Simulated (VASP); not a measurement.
# 2H-WSe2 monolayer under biaxial strain

How do the gap and the band positions of 2H-WSe2 monolayer follow biaxial strain?

Calculated with VASP 6.6.1; PBE with D3(BJ), no spin polarisation; plane waves and PAW (W, Se), in the first sound run; inputs show where later runs differ.

### 1. Starting point

The cell holds 3 atoms: 1 W and 2 Se. Cell: a = 3.320 Å, b = 3.320 Å, c = 22.000 Å, α = 90.0°, β = 90.0°, γ = 120.0°. Vacuum lies along c.

Structure file:

```
W Se
1.0
     3.32000    0.00000    0.00000
    -1.66000    2.87520    0.00000
     0.00000    0.00000   22.00000
W Se
1 2
Direct
  0.33333 0.66667 0.50000
  0.66667 0.33333 0.42409
  0.66667 0.33333 0.57591
```

### 2. Relaxing the monolayer

The sheet's cell relaxes in its plane with the atoms, while the vacuum is kept.

Input file INCAR:

```
SYSTEM = WSe2
PREC = Normal
ENCUT = 350
EDIFF = 1E-06
NELM = 120
ISMEAR = 0
SIGMA = 0.03
LREAL = .FALSE.
ALGO = Normal
GGA = PE
IVDW = 12
NBANDS = 15
LASPH = .TRUE.
LORBIT = 11
LWAVE = .FALSE.
LCHARG = .FALSE.
KPAR = 4
IBRION = 2
NSW = 50
ISIF = 3
EDIFFG = -0.015
POTIM = 0.4
IDIPOL = 3
LDIPOL = .TRUE.
DIPOL = 0.5 0.5 0.5
LATTICE_CONSTRAINTS = .TRUE. .TRUE. .FALSE.
```

Input file POSCAR:

```
WSe2
1.0
    3.3200000000      0.0000000000      0.0000000000
   -1.6600000000      2.8752043406      0.0000000000
    0.0000000000      0.0000000000     22.0000000000
W Se
1 2
Direct
    0.3333333333      0.6666666667      0.5000000000
    0.6666666667      0.3333333333      0.4240909091
    0.6666666667      0.3333333333      0.5759090909
```

Input file KPOINTS:

```
Automatic mesh
0
Gamma
12 12 1
0 0 0
```

PAW data sets: W and Se (PBE family, release 64).

Launch:

```sh
$ mpirun -np 4 vasp_std
```

Output:

```text
[banner, memory and clock lines left out]
running    4 mpi-ranks, on    1 nodes
 distrk:  each k-point on    1 cores,    4 groups
 distr:  one band on    1 cores,    1 groups

 POSCAR found type information on POSCAR W Se
 POSCAR found :  2 types and       3 ions
 LDA part: xc-table for (Slater+PW92), standard interpolation
 POSCAR, INCAR and KPOINTS ok, starting setup
 FFT: planning ... GRIDC
 FFT: planning ... GRID_SOFT
 FFT: planning ... GRID
 WAVECAR not read
 entering main loop
       N       E                     dE             d eps       ncg     rms          rms(c)
DAV:   1     0.105933135743E+03    0.10593E+03   -0.50064E+03   570   0.646E+02
DAV:   2    -0.111067740899E+02   -0.11704E+03   -0.10895E+03   879   0.149E+02
DAV:   3    -0.225413010215E+02   -0.11435E+02   -0.11331E+02   829   0.573E+01
DAV:   4    -0.227412882747E+02   -0.19999E+00   -0.19941E+00   697   0.916E+00
DAV:   5    -0.227452841168E+02   -0.39958E-02   -0.39928E-02   809   0.115E+00    0.218E+01
DAV:   6    -0.219094645350E+02    0.83582E+00   -0.25558E+00   862   0.111E+01    0.839E+00
DAV:   7    -0.217823184650E+02    0.12715E+00   -0.12644E+00   738   0.833E+00    0.532E+00
DAV:   8    -0.216733959146E+02    0.10892E+00   -0.18467E-01   752   0.360E+00    0.428E-01
DAV:   9    -0.216731274959E+02    0.26842E-03   -0.28885E-02   801   0.110E+00    0.241E-01
DAV:  10    -0.216718102221E+02    0.13173E-02   -0.19458E-03   801   0.305E-01    0.133E-01
DAV:  11    -0.216715321744E+02    0.27805E-03   -0.26544E-04   759   0.106E-01    0.777E-02
DAV:  12    -0.216712311572E+02    0.30102E-03   -0.32903E-04   773   0.908E-02    0.193E-02
DAV:  13    -0.216713649391E+02   -0.13378E-03   -0.97546E-05   675   0.489E-02    0.340E-02
DAV:  14    -0.216716763332E+02   -0.31139E-03   -0.42135E-05   626   0.341E-02    0.977E-03
DAV:  15    -0.216717818646E+02   -0.10553E-03   -0.77969E-06   710   0.177E-02    0.142E-02
DAV:  16    -0.216718656109E+02   -0.83746E-04   -0.50825E-06   694   0.946E-03    0.312E-03
DAV:  17    -0.216718922002E+02   -0.26589E-04   -0.43333E-07   688   0.286E-03    0.225E-03
DAV:  18    -0.216719087981E+02   -0.16598E-04   -0.47742E-07   570   0.253E-03    0.142E-03
DAV:  19    -0.216719115642E+02   -0.27660E-05   -0.51688E-08   656   0.102E-03    0.422E-04
DAV:  20    -0.216719134593E+02   -0.18951E-05   -0.64929E-08   467   0.118E-03    0.289E-04
DAV:  21    -0.216719135872E+02   -0.12795E-06   -0.85450E-09   621   0.634E-04
   1 F= -.22666028E+02 E0= -.22666028E+02  d E =-.226660E+02
 curvature:   0.00 expect dE= 0.000E+00 dE for cont linesearch  0.000E+00
 trial: gam= 0.00000 g(F)=  0.157E-04 g(S)=  0.298E-01 ort = 0.000E+00 (trialstep = 0.100E+01)
 search vector abs. value=  0.298E-01
 bond charge predicted
       N       E                     dE             d eps       ncg     rms          rms(c)
DAV:   1    -0.216867449662E+02   -0.14832E-01   -0.13744E+00   598   0.708E+00    0.158E+00
DAV:   2    -0.216600397836E+02    0.26705E-01   -0.42980E-02   731   0.145E+00    0.116E+00
DAV:   3    -0.216512025166E+02    0.88373E-02   -0.36280E-02   724   0.118E+00    0.265E-01
DAV:   4    -0.216503246894E+02    0.87783E-03   -0.32751E-03   717   0.439E-01    0.129E-01
DAV:   5    -0.216504055181E+02   -0.80829E-04   -0.30673E-04   696   0.117E-01    0.713E-02
DAV:   6    -0.216503443883E+02    0.61130E-04   -0.21816E-04   773   0.836E-02    0.119E-02
DAV:   7    -0.216503423968E+02    0.19915E-05   -0.55436E-06   808   0.162E-02    0.521E-03
DAV:   8    -0.216503420118E+02    0.38502E-06   -0.88094E-07   553   0.597E-03
   2 F= -.22673736E+02 E0= -.22673736E+02  d E =-.770731E-02
[...]
3 F= -.22676223E+02 E0= -.22676223E+02  d E =-.101950E-01
[...]
4 F= -.22678405E+02 E0= -.22678405E+02  d E =-.218157E-02
 trial-energy change:   -0.002182  1 .order   -0.002193   -0.002903   -0.001484
 step:   2.0324(harm=  1.9126)  dis= 0.01563  next Energy=   -22.679257 (dE=-0.303E-02)
 bond charge predicted
       N       E                     dE             d eps       ncg     rms          rms(c)
DAV:   1    -0.216627035112E+02    0.55439E-03   -0.13139E-01   577   0.204E+00    0.157E-01
DAV:   2    -0.216625514015E+02    0.15211E-03   -0.55967E-03   724   0.488E-01    0.113E-01
DAV:   3    -0.216624330907E+02    0.11831E-03   -0.14813E-04   738   0.724E-02    0.892E-02
DAV:   4    -0.216623537040E+02    0.79387E-04   -0.15642E-04   703   0.668E-02    0.394E-02
DAV:   5    -0.216623483380E+02    0.53660E-05   -0.25032E-05   710   0.312E-02    0.142E-02
DAV:   6    -0.216623471034E+02    0.12346E-05   -0.26500E-06   738   0.103E-02    0.707E-03
DAV:   7    -0.216623475982E+02   -0.49482E-06   -0.48738E-07   509   0.612E-03
   5 F= -.22679177E+02 E0= -.22679177E+02  d E =-.295318E-02
 curvature:  -1.04 expect dE=-0.819E-05 dE for cont linesearch -0.785E-05
 trial: gam= 0.00000 g(F)=  0.578E-05 g(S)=  0.208E-05 ort =-0.161E-03 (trialstep = 0.115E+01)
 search vector abs. value=  0.786E-05
 reached required accuracy - stopping structural energy minimisation
```

It took 20 s on 4 MPI ranks of AMD EPYC 7R43, shared host; peak memory 0.74 GiB; 77 s of CPU time.

Lines that name or quote the potential files are left out of all logs, and their timing lines are given in words.

OUTCAR, selected parts (step 2):

```text
ion  position               nearest neighbor table
   1  0.333  0.667  0.500-   2 2.54   3 2.54   2 2.54   3 2.54   2 2.54   3 2.54
   2  0.667  0.333  0.424-   1 2.54   1 2.54   1 2.54
   3  0.667  0.333  0.576-   1 2.54   1 2.54   1 2.54

  LATTYP: Found a hexagonal cell.
 ALAT       =     3.3200000000
 C/A-ratio  =     6.6265060241

 Subroutine GETGRP returns: Found 12 space group operations
 (whereof 12 operations were pure point group operations)

The static configuration has the point symmetry D_3h.

 Found     19 irreducible k-points:

   k-points           NKPTS =     19   k-points in BZ     NKDIM =     19   number of bands    NBANDS=     15

   dimension x,y,z NGX =    16 NGY =   16 NGZ =  108
   dimension x,y,z NGXF=    32 NGYF=   32 NGZF=  216

   ENCUT  =  350.0 eV  25.72 Ry    5.07 a.u.   5.06  5.06 33.56*2*pi/ulx,y,z

   NELECT =      18.0000    total number of electrons

 k-points in reciprocal lattice and weights: Automatic mesh
   0.00000000  0.00000000  0.00000000       0.007
   0.08333333  0.00000000  0.00000000       0.042
   0.16666667  0.00000000  0.00000000       0.042
   0.25000000  0.00000000  0.00000000       0.042
   0.33333333  0.00000000  0.00000000       0.042
   0.41666667  0.00000000  0.00000000       0.042
   0.50000000  0.00000000  0.00000000       0.021
   0.08333333  0.08333333  0.00000000       0.042
   0.16666667  0.08333333  0.00000000       0.083
[...]
0.33333333  0.25000000  0.00000000       0.083
   0.33333333  0.33333333  0.00000000       0.014

 Edisp (eV)   -1.01515

 dipolmoment           0.000000      0.000000      0.000000 electrons x Angstroem

 average (electrostatic) potential at core
       1 -47.8090       2 -60.3269       3 -60.3269

 E-fermi :  -1.9043

 k-point     1 :       0.0000    0.0000    0.0000
  band No.  band energies     occupation
    ...
      5      -4.3647      2.00000
      6      -4.3413      2.00000
      7      -3.2270      2.00000
      8      -3.2270      2.00000
      9      -2.5239      2.00000
     10       0.9467      0.00000
     11       0.9467      0.00000
     12       1.0980      0.00000
     13       1.0980      0.00000
     14       2.1952      0.00000
    ...

 k-point     2 :       0.0833    0.0000    0.0000
  band No.  band energies     occupation
    ...
      5      -4.5567      2.00000
      6      -4.2611      2.00000
      7      -3.4068      2.00000
      8      -3.2150      2.00000
      9      -2.5460      2.00000
     10       0.6262      0.00000
     11       0.6953      0.00000
     12       0.9594      0.00000
     13       1.1253      0.00000
     14       2.4977      0.00000
    ...

 k-point     3 :       0.1667    0.0000    0.0000
  band No.  band energies     occupation
    ...
      5      -5.0585      2.00000
      6      -3.9746      2.00000
      7      -3.8271      2.00000
      8      -3.3990      2.00000
      9      -2.6980      2.00000
     10       0.0088      0.00000
     11       0.4872      0.00000
     12       0.6474      0.00000
     13       1.5213      0.00000
     14       2.9410      0.00000
    ...

 Edisp (eV)   -1.01683

  Total       0.00898     0.00898    -0.08891     0.00000     0.00000    -0.00000
  in kB       0.07025     0.07025    -0.69555     0.00000     0.00000    -0.00000
  external pressure =       -0.19 kB  Pullay stress =        0.00 kB

  energy-cutoff  :      350.00
  volume of cell :      204.81
      direct lattice vectors                 reciprocal lattice vectors
     3.278675417  0.000000000  0.000000000     0.305001219  0.176092536  0.000000000
    -1.639337708  2.839416202  0.000000000    -0.000000000  0.352185072  0.000000000
     0.000000000  0.000000000 22.000000000     0.000000000  0.000000000  0.045454545

 POSITION                                       TOTAL-FORCE (eV/Angst)
 -----------------------------------------------------------------------------------
     -0.00000      1.89294     11.00000         0.000000      0.000000     -0.000000
      1.63934      0.94647      9.31474         0.000000      0.000000      0.008656
      1.63934      0.94647     12.68526        -0.000000     -0.000000     -0.008656
 -----------------------------------------------------------------------------------
    total drift:                                0.000001     -0.000001      0.000000

  FREE ENERGIE OF THE ION-ELECTRON SYSTEM (eV)
  ---------------------------------------------------
  free  energy   TOTEN  =       -22.6791765008 eV

  energy  without entropy=      -22.6791765008  energy(sigma->0) =      -22.67917650

 reached required accuracy - stopping structural energy minimisation

 vacuum level on the upper side and lower side of the slab         2.949         2.949

 total charge
# of ion       s       p       d       tot
------------------------------------------
    1        0.537   0.624   4.197   5.358
    2        1.475   2.352   0.068   3.895
    3        1.475   2.352   0.068   3.895
--------------------------------------------------
tot          3.487   5.328   4.333  13.148

[... 3 further parts left out ...]
```

This run has no spin polarisation, although W can carry a moment. The gap is read on the k-mesh alone, so it is an upper bound where the band edges lie off the mesh. The data set W keeps the semicore shell frozen, which is cheaper and a little less accurate. The run keeps the 12 symmetry operations of its start, so it cannot find a distortion of lower symmetry.

Relaxation path:

| step | energy less that of the first step (eV) | largest force (eV/Å) | pressure (GPa) | volume (Å³) |
| --- | --- | --- | --- | --- |
| 1 | 0.0000 | 0.0143 | -0.58 | 210.00 |
| 2 | -0.0077 | 0.3096 | 0.54 | 204.23 |
| 3 | -0.0102 | 0.2007 | 0.15 | 206.10 |
| 4 | -0.0124 | 0.1034 | 0.07 | 205.51 |
| 5 | -0.0131 | 0.0087 | -0.02 | 204.81 |

| cell as run | before | after | change |
| --- | --- | --- | --- |
| a (Å) | 3.320 | 3.279 | -1.2 % |
| b (Å) | 3.320 | 3.279 | -1.2 % |

The atoms that moved most (Å, along periodic axes as changes of fractional coordinates times the final cell, across vacuum about the mean position):

| atom | dx | dy | dz | length |
| --- | --- | --- | --- | --- |
| Se2 | 0.000 | 0.000 | -0.015 | 0.015 |
| Se3 | 0.000 | 0.000 | 0.015 | 0.015 |

The relaxed structure:

```cif
data_structure
_symmetry_space_group_name_H-M 'P 1'
_symmetry_Int_Tables_number 1
_cell_length_a 3.2787
_cell_length_b 3.2787
_cell_length_c 22.0000
_cell_angle_alpha 90.000
_cell_angle_beta 90.000
_cell_angle_gamma 120.000
_cell_volume 204.81
loop_
_atom_site_label
_atom_site_type_symbol
_atom_site_fract_x
_atom_site_fract_y
_atom_site_fract_z
_atom_site_occupancy
W1 W 0.33333 0.66667 0.50000 1
Se2 Se 0.66667 0.33333 0.42340 1
Se3 Se 0.66667 0.33333 0.57660 1
```

This step gave:

```yaml
electronic_cycles: 50
electrons: 18
free_energy_toten: -22.68 eV
fermi_energy: -1.904 eV
metallic: no
dipole_moment: 0, 0, 0 e·Å
gap_on_the_k_mesh: 1.645 eV
least_direct_gap_on_the_k_mesh: 1.682 eV
```

The run ended after 5 ionic steps, 0.013 eV below its first step, once forces and stress met EDIFFG = -0.015.

### 3. A second relaxation

The plane waves were chosen for the start cell, so the relaxation is repeated from its end.

INCAR, as its differences from that of step 2:

```diff
@@ -18,3 +18,3 @@
 IBRION = 2
-NSW = 50
+NSW = 30
 ISIF = 3
```

Input file POSCAR:

```
WSe2
1.0
    3.2786754165      0.0000000000      0.0000000000
   -1.6393377083      2.8394162015      0.0000000000
    0.0000000000      0.0000000000     22.0000000000
W Se
1 2
Direct
    0.3333333333      0.6666666667      0.5000000000
    0.6666666667      0.3333333333      0.4233974758
    0.6666666667      0.3333333333      0.5766025242
```

KPOINTS is that of step 2.

Launch:

```sh
$ mpirun -np 4 vasp_std
```

Output:

```text
[... set-up lines as in an earlier step ...]
 entering main loop
       N       E                     dE             d eps       ncg     rms          rms(c)
DAV:   1     0.103893134161E+03    0.10389E+03   -0.49745E+03   578   0.644E+02
DAV:   2    -0.117718263636E+02   -0.11566E+03   -0.10796E+03   909   0.148E+02
DAV:   3    -0.225172766216E+02   -0.10745E+02   -0.10670E+02   808   0.554E+01
DAV:   4    -0.226939549547E+02   -0.17668E+00   -0.17604E+00   696   0.862E+00
DAV:   5    -0.226976823074E+02   -0.37274E-02   -0.37263E-02   794   0.111E+00    0.224E+01
DAV:   6    -0.219000493249E+02    0.79763E+00   -0.23400E+00   855   0.107E+01    0.883E+00
DAV:   7    -0.217734421427E+02    0.12661E+00   -0.12714E+00   731   0.830E+00    0.533E+00
DAV:   8    -0.216623586321E+02    0.11108E+00   -0.19359E-01   738   0.370E+00    0.424E-01
DAV:   9    -0.216621275966E+02    0.23104E-03   -0.30767E-02   808   0.113E+00    0.240E-01
DAV:  10    -0.216606155555E+02    0.15120E-02   -0.22533E-03   780   0.327E-01    0.129E-01
DAV:  11    -0.216603647931E+02    0.25076E-03   -0.25835E-04   759   0.107E-01    0.770E-02
DAV:  12    -0.216600375813E+02    0.32721E-03   -0.38723E-04   752   0.986E-02    0.230E-02
DAV:  13    -0.216601810069E+02   -0.14343E-03   -0.96567E-05   661   0.499E-02    0.395E-02
DAV:  14    -0.216605345765E+02   -0.35357E-03   -0.44627E-05   626   0.366E-02    0.105E-02
DAV:  15    -0.216606281586E+02   -0.93582E-04   -0.66577E-06   724   0.175E-02    0.120E-02
DAV:  16    -0.216607278881E+02   -0.99729E-04   -0.66407E-06   703   0.114E-02    0.324E-03
DAV:  17    -0.216607551224E+02   -0.27234E-04   -0.48851E-07   695   0.330E-03    0.197E-03
DAV:  18    -0.216607697896E+02   -0.14667E-04   -0.42540E-07   554   0.249E-03    0.143E-03
DAV:  19    -0.216607724513E+02   -0.26617E-05   -0.59396E-08   642   0.110E-03    0.477E-04
DAV:  20    -0.216607744479E+02   -0.19966E-05   -0.75106E-08   488   0.126E-03    0.262E-04
DAV:  21    -0.216607745818E+02   -0.13389E-06   -0.90754E-09   642   0.662E-04
   1 F= -.22677603E+02 E0= -.22677603E+02  d E =-.226776E+02
 curvature:   0.00 expect dE= 0.000E+00 dE for cont linesearch  0.000E+00
 trial: gam= 0.00000 g(F)=  0.606E-05 g(S)=  0.145E-08 ort = 0.000E+00 (trialstep = 0.100E+01)
 search vector abs. value=  0.606E-05
 reached required accuracy - stopping structural energy minimisation
```

It took 8 s on 4 MPI ranks; peak memory 0.68 GiB; 30 s of CPU time.

Parts of OUTCAR (step 3):

```text
  LATTYP: Found a hexagonal cell.
 ALAT       =     3.2786754165
 C/A-ratio  =     6.7100268265

The static configuration has the point symmetry D_3h.

 Found     19 irreducible k-points:

   ENCUT  =  350.0 eV  25.72 Ry    5.07 a.u.   5.00  5.00 33.56*2*pi/ulx,y,z

   NELECT =      18.0000    total number of electrons

 E-fermi :  -1.9017

 k-point     1 :       0.0000    0.0000    0.0000
  band No.  band energies     occupation
    ...
      5      -4.3621      2.00000
      6      -4.3392      2.00000
      7      -3.2247      2.00000
      8      -3.2247      2.00000
      9      -2.5215      2.00000
     10       0.9490      0.00000
     11       0.9490      0.00000
     12       1.1003      0.00000
     13       1.1003      0.00000
     14       2.2087      0.00000
    ...

 k-point     2 :       0.0833   -0.0000    0.0000
  band No.  band energies     occupation
    ...
      5      -4.5545      2.00000
      6      -4.2587      2.00000
      7      -3.4044      2.00000
      8      -3.2127      2.00000
      9      -2.5437      2.00000
     10       0.6287      0.00000
     11       0.6976      0.00000
     12       0.9617      0.00000
     13       1.1276      0.00000
     14       2.5143      0.00000
    ...

 Edisp (eV)   -1.01683

  Total       0.00024     0.00024    -0.09753    -0.00000    -0.00000     0.00000
  in kB       0.00186     0.00186    -0.76292    -0.00000    -0.00000     0.00000
  external pressure =       -0.25 kB  Pullay stress =        0.00 kB

  energy-cutoff  :      350.00
  volume of cell :      204.81
      direct lattice vectors                 reciprocal lattice vectors
     3.278675417  0.000000000  0.000000000     0.305001219  0.176092536  0.000000000
    -1.639337708  2.839416202  0.000000000     0.000000000  0.352185072  0.000000000
     0.000000000  0.000000000 22.000000000     0.000000000  0.000000000  0.045454545

 POSITION                                       TOTAL-FORCE (eV/Angst)
 -----------------------------------------------------------------------------------
     -0.00000      1.89294     11.00000         0.000000      0.000000      0.000000
      1.63934      0.94647      9.31474        -0.000000     -0.000000      0.008860
      1.63934      0.94647     12.68526        -0.000000      0.000000     -0.008860
 -----------------------------------------------------------------------------------
    total drift:                                0.000001     -0.000001      0.000000

  FREE ENERGIE OF THE ION-ELECTRON SYSTEM (eV)
  ---------------------------------------------------
  free  energy   TOTEN  =       -22.6776034846 eV

  energy  without entropy=      -22.6776034846  energy(sigma->0) =      -22.67760348

 vacuum level on the upper side and lower side of the slab         2.824         2.824

 total charge
# of ion       s       p       d       tot
------------------------------------------
    1        0.537   0.624   4.200   5.361
    2        1.475   2.352   0.068   3.895
    3        1.475   2.352   0.068   3.895
--------------------------------------------------
tot          3.487   5.327   4.336  13.150

[... 5 parts as in an earlier step ...]

[... 7 further parts left out ...]
```

CONTCAR:

```
WSe2
   1.00000000000000
     3.2786754165000001    0.0000000000000000    0.0000000000000000
    -1.6393377083000000    2.8394162015000002    0.0000000000000000
     0.0000000000000000    0.0000000000000000   22.0000000000000000
  W               Se
     1     2
Direct
     0.3333333332999970    0.6666666667000030    0.5000000000000000
     0.6666666667000030    0.3333333332999970    0.4233974758000016
     0.6666666667000030    0.3333333332999970    0.5766025241999984
```

Little changed from the start: no atom moved by 0.005 Å and no cell edge by 0.1 %.

This step gave:

| Item | Value |
| --- | --- |
| electronic cycles | 21 |
| Fermi energy | -1.902 eV |

The start already met the threshold, so nothing moved.

(Continued in part 2 of 7.)

[Lines on the potential files, build, host, timing and source positions are cut from VASP's logs without a mark.]

[Logs are printed without paths, hosts, clocks, repeated set-up lines and the standing remarks that a program may print on its own settings, such as how far it seeks lower states.]

[Hosts, paths, dates, database ids (printed as entryN), source tags and the programs' standing remarks are cut or masked in the printed files.]

[Runs that stopped without an error message from VASP are left out.]
